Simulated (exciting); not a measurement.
Two BSE runs for the F K edge of NaF (Villiaumite), space group Fm-3m. Run A: exciting, all-electron LAPW+lo, PBEsol, exchange and screened direct term (singlet BSE), 6×6×6 shifted k points, 12 conduction bands, |G+q| up to 3 bohr⁻¹, full RPA screening with nempty = 31, Lorentzian half width 0.45 eV. Run B differs in one setting: k mesh, kernel cutoff, basis, band set, screening or width.

Energy from the Kohn–Sham onset, core level to the lowest empty state found on the meshes used; one zero for both, scaled to A's maximum:

```csv
E (eV),A,B
-6.5,0.01,0.01
-6.0,0.02,0.01
-5.5,0.02,0.02
-5.0,0.02,0.02
-4.5,0.03,0.02
-4.0,0.03,0.03
-3.5,0.04,0.04
-3.0,0.06,0.05
-2.5,0.08,0.07
-2.0,0.13,0.11
-1.5,0.24,0.19
-1.0,0.56,0.46
-0.5,0.99,0.85
0.0,0.97,0.85
0.5,0.88,0.77
1.0,0.82,0.72
1.5,0.75,0.66
2.0,0.67,0.58
2.5,0.58,0.51
3.0,0.54,0.47
3.5,0.45,0.39
4.0,0.39,0.34
4.5,0.31,0.28
5.0,0.21,0.19
5.5,0.16,0.13
6.0,0.14,0.11
6.5,0.14,0.11
7.0,0.18,0.14
7.5,0.22,0.16
8.0,0.21,0.16
8.5,0.22,0.16
9.0,0.25,0.18
9.5,0.30,0.21
10.0,0.40,0.26
10.5,0.43,0.32
11.0,0.35,0.28
11.5,0.26,0.21
12.0,0.20,0.16
12.5,0.16,0.12
13.0,0.15,0.10
13.5,0.15,0.11
14.0,0.17,0.11
14.5,0.17,0.11
15.0,0.17,0.11
15.5,0.19,0.12
16.0,0.19,0.12
16.5,0.24,0.13
17.0,0.30,0.16
17.5,0.34,0.18
18.0,0.35,0.21
18.5,0.35,0.23
19.0,0.27,0.23
19.5,0.21,0.17
20.0,0.19,0.15
20.5,0.16,0.14
21.0,0.14,0.12
21.5,0.11,0.09
22.0,0.10,0.08
22.5,0.09,0.07
23.0,0.10,0.06
23.5,0.11,0.06
```

**Question.** Which is the likeliest?

The added local orbitals (Ha) from 0.9 to none. Against run A the r.m.s. difference is 19 %. The highest maximum lies at -0.3 eV (0.87), against -0.3 eV (1.00). The first bright state moves from -0.80 to -0.76 eV. The lowest bare transition of this run lies at 0.25 eV, against 0.19. The linearised basis grows poor far above its energy parameter. Other settings could leave a like mark; this is the change that was made.

[Banner, clock and machine lines of the logs are left out without a mark of their own.]

[Logs are printed without paths, hosts, clocks, repeated set-up lines and the standing remarks that a program may print on its own settings, such as how far it seeks lower states.]

[Hosts, paths, dates, database ids (printed as entryN), source tags and the programs' standing remarks are cut or masked in the printed files.]
